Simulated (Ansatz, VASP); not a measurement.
Rh: VASP beside Ansatz

```
CELL_PARAMETERS angstrom
0.00000 2.64126 2.64126
2.64126 0.00000 2.64126
2.64126 2.64126 0.00000
ATOMIC_POSITIONS crystal
Rh 0.87500 0.87500 0.87500
Rh 0.12500 0.12500 0.12500
```

Change from the starting cell: volume scaled by 0.88, PAW files.

Alike in both runs: task single point; functional PBE; k mesh 13 × 13 × 13; occupations fermi-dirac, width 0.05 eV; no spin polarisation.

|  | VASP | Ansatz |
| --- | --- | --- |
| version | VASP 6.6.1 | Ansatz 0.2.0 |
| potentials or method | VASP PAW PBE potentials, release 64 (Rh_pv) | PAW with Ansatz's default frozen-core files, scalar-relativistic |
| plane-wave cutoff (eV) | 520 | 420 |
| valence electrons in the cell | 30 | 34 |

|  | VASP | Ansatz | Ansatz less VASP |
| --- | --- | --- | --- |
| pressure (GPa) | 23.2 | 22.9 | -0.29 |

The functional is the same, so the differences come from potentials, cutoffs and numerics. The two sets of potentials don't hold the same shells in valence.

Caveats: so large a pressure means that the cell lies far from this level's equilibrium, or that cutoff or potentials fall short (VASP).
